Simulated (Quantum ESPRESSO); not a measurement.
# Al: phonons at X under several settings

```
Al
1.0
     0.00000    2.02481    2.02481
     2.02481    0.00000    2.02481
     2.02481    2.02481    0.00000
Al
1
Cartesian
  0.0000 0.0000 0.0000
```

All runs used Quantum ESPRESSO 7.5; k mesh 11 × 11 × 11; relaxed cell; no spin polarisation; cutoff 612 eV; occupations cold, width 0.2 eV.

```csv
level,potentials,volume (Å³/atom),frequencies (cm⁻¹)
LDA,GBRV 1.5 LDA,15.83,202 202 334
PBE,GBRV 1.5 PBE,16.52,196 196 325
PBEsol,GBRV 1.5 PBEsol,16.19,204 204 333
RPBE,GBRV 1.5 PBE,?,?
BLYP,GBRV 1.5 PBE,17.44,142 142 278
revPBE,GBRV 1.5 PBE,16.69,194 194 322
vdW-DF-cx,GBRV 1.5 PBE,16.34,197 197 329
```

**Question.** What stands in the row left open?

**Answer.** Volume 16.75 Å³/atom; frequencies 194 194 322 cm⁻¹.

Caveats: the q point doesn't lie on the k mesh, which can shift a metal's frequencies strongly unless the mesh is converged; the potentials were made for another functional, which shifts forces and pressure (some runs).

For the row left open. Caveat: the potentials were made for another functional, which shifts forces and pressure; the q point doesn't lie on the k mesh, which can shift a metal's frequencies strongly unless the mesh is converged.
